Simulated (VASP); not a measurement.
GaSb, 2 atoms in the cell. Symmetry: F-43m, No. 216, cubic system. The conventional cell has a = 6.118 Å, b = 6.118 Å, c = 6.118 Å, α = 90.00°, β = 90.00°, γ = 90.00°. Sb (site symmetry -43m) has 4 Ga at 2.65 Å as nearest neighbours. Around Ga (site symmetry -43m) lie 4 Sb at 2.65 Å. 

```yaml
Program: VASP 6.6.1
Task: single point
Functional: PBE
Potentials_or_basis: VASP PAW PBE potentials, release 64 (Sb, Ga_d)
Cutoff: 520 eV
k_mesh: 8 × 8 × 8
Occupations: gaussian, width 0.027 eV
Spin: no spin polarisation
Further_INCAR_settings: ALGO = Fast; EDIFF = 1e-06; NBANDS = 16
```

Potentials or basis: VASP PAW PBE potentials, release 64 (Sb, Ga_d).

Run with:

```sh
$ cat potpaw_PBE.64/Sb/POTCAR potpaw_PBE.64/Ga_d/POTCAR > POTCAR
$ mpirun -np 1 vasp_std > vasp.out
```

Hardware: 1 thread of Intel(R) Xeon(R) Platinum 8259CL CPU @ 2.50GHz (Skylake/Cascade Lake), on a shared host.

**Question.** How long does it take, and how much memory?

**Answer.** Wall time 21 s on 1 thread of Intel(R) Xeon(R) Platinum 8259CL CPU @ 2.50GHz (Skylake/Cascade Lake), with other jobs on the host, peak memory 0.19 GiB. Counts: scf iterations 13, k points 29.
